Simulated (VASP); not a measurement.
A run of VASP 6.6.1 is set up as follows.

INCAR

```
ALGO = Fast ; EDIFF = 1E-7
ENCUT = 520 ; GGA = PE
ISIF = 2 ; ISMEAR = 0
LASPH = True ; LCHARG = False
LREAL = False ; LWAVE = False
NBANDS = 13 ; NELM = 60
PREC = Accurate ; SIGMA = 0.1
```

KPOINTS

```
k-points
0
Gamma
  15 15 16
```

POSCAR

```
Al2BH
1.0
    4.0753921039      0.0000000000      0.0000000000
   -2.0376960520      3.5293930924      0.0000000000
    0.0000000000      0.0000000000      2.9653780857
Al B H
2 1 1
Direct
    0.3333333333      0.6666666667      0.7925605170
    0.6666666667      0.3333333333      0.2074394830
    0.0000000000      0.0000000000      0.0000000000
    0.0000000000      0.0000000000      0.5000000000
```

Potentials or basis: VASP PAW PBE potentials, release 64 (Al, B, H).

The run is started by

```bash
$ cat potpaw_PBE.64/Al/POTCAR potpaw_PBE.64/B/POTCAR potpaw_PBE.64/H/POTCAR > POTCAR
$ mpirun -np 1 vasp_std > vasp.out
```

Q: Predict the pressure.

A: -0.1 GPa.

Q: Predict the band gap on the k mesh.

A: None (metal or under the smearing width).

Forces in eV/Å, atoms in the order of the input:
```
Al   0.000  0.000  0.003
Al   0.000  0.000 -0.003
B    0.000  0.000  0.000
H    0.000  0.000  0.000
```
